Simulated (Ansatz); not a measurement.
Ti3Al:

```
CELL_PARAMETERS angstrom
2.92754 0.00000 0.00000
-1.46377 2.53533 0.00000
0.00000 0.00000 9.22636
ATOMIC_POSITIONS crystal
Ti 0.33333 0.66667 0.24941
Ti 0.33333 0.66667 0.75059
Ti 0.66667 0.33333 0.00000
Al 0.66667 0.33333 0.50000
```

The cell comes from a database or a generator and needn't be the stable form of this composition.

```yaml
Program: Ansatz 0.2.0
Task: relaxation of cell and atoms
Functional: PBEsol
Potentials_or_basis: Ansatz PAW
Cutoff: "420 eV (not typed: the program's choice for these potentials)"
k_mesh: 10 × 10 × 3
Occupations: fermi-dirac, width 0.05 eV
Spin: no spin polarisation
```

At the start: volume 17.12 Å³/atom.

Where does the relaxation end?

It ends after 4 steps and the volume is 16.60 Å³/atom (-3.1 %); space group P-6m2 (No. 187, to 0.05 Å).

Step by step:
```tsv
step	energy change (eV)	largest force (eV/Å)	volume (Å³)
1	0.0000	0.0805	68.48
2	-0.0238	0.0112	66.48
3	-0.0239	0.0008	66.39
4	-0.0236	0.0008	66.39
```

Final structure:
```yaml
crystal:
  lattice:
    - [2.89523, 0.00000, 0.00000]
    - [-1.44761, 2.50734, 0.00000]
    - [0.00000, 0.00000, 9.14532]
  atoms:
    - { symbol: Ti, position: [0.33333, 0.66667, 0.24866] }
    - { symbol: Ti, position: [0.33333, 0.66667, 0.75134] }
    - { symbol: Ti, position: [0.66667, 0.33333, 0.00000] }
    - { symbol: Al, position: [0.66667, 0.33333, 0.50000] }
```

Caveat: the plane-wave basis is chosen anew once the cell has moved, so the energies of steps on either side of that aren't comparable; the PAW data sets come from PBE, with cores solved anew for the run's functional, which leaves a small shift of forces and pressure.
